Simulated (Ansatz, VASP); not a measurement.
# HfC: VASP beside Ansatz

File INCAR:

```
ALGO = Normal
EDIFF = 1E-6
ENCUT = 520
GGA = PE
ISIF = 2
ISMEAR = 0
LASPH = True
LCHARG = False
LREAL = False
LWAVE = False
NBANDS = 14
NELM = 60
PREC = Accurate
SIGMA = 0.05
```

Contents of KPOINTS:

```
k-points
0
Gamma
  8 8 8
```

Contents of POSCAR:

```
HfC
1.0
    0.0000000000      2.3258553908      2.3258553908
    2.3258553908      0.0000000000      2.3258553908
    2.3258553908      2.3258553908      0.0000000000
Hf C
1 1
Direct
    0.5000000000      0.5000000000      0.5000000000
    0.0000000000      0.0000000000      0.0000000000
```

Input for Ansatz:

```yaml
crystal:
  lattice:
    - [0.0, 2.3258553908, 2.3258553908]
    - [2.3258553908, 0.0, 2.3258553908]
    - [2.3258553908, 2.3258553908, 0.0]
  atoms:
    - { symbol: Hf, position: [0.5, 0.5, 0.5] }
    - { symbol: C, position: [0.0, 0.0, 0.0] }
basis:
  ecutwfc: 420
  ecutrho_ratio: 4
kpoints:
  mp_grid: { grid: [8, 8, 8] }
hamiltonian:
  xc: pbe
scf:
  occupations: { method: gaussian, width: 0.05 }
output:
  forces: true
  stress: true
  eigenvalues: true
```

Alike in both runs: task single point; functional PBE; k mesh 8 × 8 × 8; occupations gaussian, width 0.05 eV; no spin polarisation.

```csv
,VASP,Ansatz
version,VASP 6.6.1,Ansatz 0.2.0
potentials or method,"VASP PAW PBE potentials, release 64 (Hf_pv, C)","scalar-relativistic, plane waves, PAW"
plane-wave cutoff (eV),520,420
valence electrons in the cell,14,30
```

```tsv
	VASP	Ansatz	Ansatz less VASP
gap on the k mesh at the Fermi level (eV)	none	none	-
pressure (GPa)	-0.7	0.0	+0.67
```

A gap of «none» marks a metal or a gap that the smearing closes. The functional is the same, so the differences come from potentials, cutoffs and numerics. The two sets of potentials don't hold the same shells in valence.

The runs have no spin-orbit coupling, so splittings on Hf are missing.
